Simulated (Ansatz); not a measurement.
# TiB: single point, r2SCAN (computed with Ansatz 0.2.0, plane waves, PAW)

```
Ti B
1.0
     0.00000    2.47630    2.47630
     2.47630    0.00000    2.47630
     2.47630    2.47630    0.00000
Ti B
1 1
Direct
  0.75000 0.75000 0.75000
  0.00000 0.00000 0.00000
```

Run with:

```bash
ansatz run input.yaml --threads 4 --pin off --max-ram 8192MiB --backend cpu --events-out ev --progress --plain --runs-dir out
```

Input file:

```yaml
crystal:
  lattice:
    - [0.0, 2.4762986467, 2.4762986467]
    - [2.4762986467, 0.0, 2.4762986467]
    - [2.4762986467, 2.4762986467, 0.0]
  atoms:
    - { symbol: Ti, position: [0.75, 0.75, 0.75] }
    - { symbol: B, position: [0.0, 0.0, 0.0] }
basis:
  ecutwfc: 500
  ecutrho_ratio: 4
kpoints:
  mp_grid: { grid: [10, 10, 10] }
hamiltonian:
  xc: r2scan
scf:
  occupations: { method: gaussian, width: 0.05 }
output:
  forces: true
  stress: true
  eigenvalues: true
```

Output (shortened):

```
Engine: ansatz 0.2.0, aarch64-unknown-linux-gnu
Crystal: 2 atoms, lattice volume = 30.370 Å³
Basis set: ecut = 500 eV, 749 PW (Γ), exchange–correlation on 108×108×108 points (64 copies of the dense FFT grid, shifted against one another)
Bands: 12, of which v1, the nominal top of the filled ones, is band 8 counted from 1 (7 counted from 0)
Symmetry: 24 space group operations
Space group: F-43m (ITA 216), of the structure as read, at distance tolerance 3.1e-5 Å
k-points: 47 of 1000 (time reversal used)
Initial wavefunctions: pseudopotential atomic-orbital guess
Functional: x = r2scan, c = r2scan; τ floored in thin density (d = 2e-4 eV/Å³)
SCF iter   1: F=—  HF=-2659.529207 eV  |F-HF|=—  |Δ(HF+E_count)|=         —  Δρ=1.34e-2  dr2=5.30e-2  dr2_τ=9.59e-2  ethr=1.77e-3  ⟨swp⟩=4.5  Hψ=2773  notcnv=0
[…]
SCF iter   4: F=—  HF=-2659.554667 eV  |F-HF|=—  |Δ(HF+E_count)|=   9.56e-4  Δρ=6.38e-4  dr2=1.82e-4  dr2_τ=1.53e-5  ethr=7.12e-6  ⟨swp⟩=2.0  Hψ=723  notcnv=0  defer=15
SCF iter   5: F=—  HF=-2659.554625 eV  |F-HF|=—  |Δ(HF+E_count)|=   4.26e-5  Δρ=1.97e-4  dr2=1.39e-5  dr2_τ=3.01e-7  ethr=1.21e-6  ⟨swp⟩=2.0  Hψ=700  notcnv=0  defer=15
SCF iter   6: F=—  HF=-2659.554626 eV  |F-HF|=—  |Δ(HF+E_count)|=   1.77e-6  Δρ=3.36e-5  dr2=1.66e-7  dr2_τ=7.60e-9  ethr=9.25e-8  ⟨swp⟩=2.0  Hψ=726  notcnv=0  defer=15
SCF iter   7: F=-2659.554627 eV  HF=-2659.554627 eV  |F-HF|=3.14e-9  |Δ(HF+E_count)|=   1.73e-7  Δρ=3.80e-6  dr2=6.58e-9  dr2_τ=2.04e-10  ethr=6.67e-10  ⟨swp⟩=6.2  Hψ=2421  notcnv=0
SCF 1 converged in 7 iterations: F = -2659.554627 eV  dr2 = 6.58e-9
  greatest PAW one-centre occupation: 1.000 electrons in one spin orbital (limit 2), on the Ti atom at site 0 (counted from 0), in its partial waves of l = 1
SCF converged after 7 iterations
Free energy (F): -2659.554627 eV
Harris-Foulkes:  -2659.554627 eV  (|F-HF|=3.14e-9)
Internal energy: -2659.553346 eV  (E = F + TS)
E sigma→0 (E₀):  -2659.553986 eV
Entropy (-TS):   -0.001281 eV (-0.640 meV/atom)
Fermi energy:    8.248033 eV
--- Forces (eV/Å), atoms counted from 1 ---
  atom   1  Ti     0.00000000    -0.00000000     0.00000000
  atom   2  B     -0.00000000     0.00000000    -0.00000000
--- Stress (GPa, compression-positive) ---
        0.053449      -0.000000      -0.000000
        0.000000       0.053449      -0.000000
       -0.000000      -0.000000       0.053449
  P = ⅓ Tr σ = 0.0534 GPa (0.534 kbar)
```

In short: gap on the mesh zero (metallic on this mesh); pressure 0.1 GPa.

Time: 1.4 s on 4 threads of Arm Neoverse V1, with other jobs on the host, peak memory 0.4 GiB.

Caveats: the cell typed comes from this study's own search for zero pressure.
